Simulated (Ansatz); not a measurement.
Cu Kα1 powder pattern (kinematic, no thermal factors).
```tsv
2θ (°)	relative intensity
24.84	5
25.84	1
28.73	100
36.15	89
45.56	48
46.22	27
50.96	11
52.58	4
54.76	16
59.49	20
66.92	9
70.73	25
71.23	7
73.91	13
78.01	18
84.23	8
84.71	9
86.15	7
88.75	4
```

The pattern is computed from a structure relaxed with DFT PBE, scalar-relativistic, plane waves, PAW in Ansatz. No spin polarisation. Its elements are Ga, Sb.

Give the structure.

GaSb.
Space group P6_3/mmc (No. 194). a = 3.979 Å, b = 3.979 Å, c = 7.162 Å, α = 90.00°, β = 90.00°, γ = 120.00°
```json
{"atom": "Ga", "site": "2a", "symmetry": "-3m.", "x": "0.0000", "y": "0.0000", "z": "0.0000"}
{"atom": "Sb", "site": "2d", "symmetry": "-6m2", "x": "0.3333", "y": "0.6667", "z": "0.7500"}
```

A pattern alone doesn't exclude other cells with like lines; this is the one computed.

The cell was found from a structure generator's guess, not taken from experiment.
